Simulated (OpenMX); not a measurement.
Mg under changes of volume

One of the cells (23.237 Å³/atom); the others are scaled copies at fixed shape and fractional positions:

```
CELL_PARAMETERS angstrom
3.20930 0.00000 0.00000
-1.60465 2.77934 0.00000
0.00000 0.00000 5.21030
ATOMIC_POSITIONS crystal
Mg 0.66667 0.33333 0.75000
Mg 0.33333 0.66667 0.25000
```

```yaml
Program: OpenMX 3.8.5
Functional: LDA
Potentials_or_basis: OpenMX 2013 LDA set, Mg7.0-s3p2d1, fixed grid of 36 × 36 × 70 points
k_mesh: 11 × 11 × 5
Occupations: fermi-dirac, width 0.05 eV
Spin: no spin polarisation
```

```csv
volume (Å³/atom),energy over the lowest point (meV/atom),largest force (eV/Å)
21.843,0.00,0.011
22.308,1.86,0.010
22.772,6.42,0.008
23.237,?,?
23.702,22.25,0.006
24.167,33.08,0.005
24.631,45.55,0.004
```

Q: What does the run at 23.237 Å³/atom give?

A: Energy over the lowest point 13.29 meV/atom; largest force 0.007 eV/Å.

Worked out: A Birch-Murnaghan fit of order 3 (a polynomial in V^(-2/3)) to the other rows has its minimum at 21.77 Å³/atom, just outside them, with B0 = V·E''(V) = 49 GPa and B' = 4.5 at fixed shape and positions, which overstates the stiffness. It gives 13.28 meV/atom at 23.237 Å³/atom, against the run's 13.29.

Energies are extrapolated to zero smearing.

Caveats: the basis of atomic orbitals isn't converged, which shifts pressures, moduli and gaps.
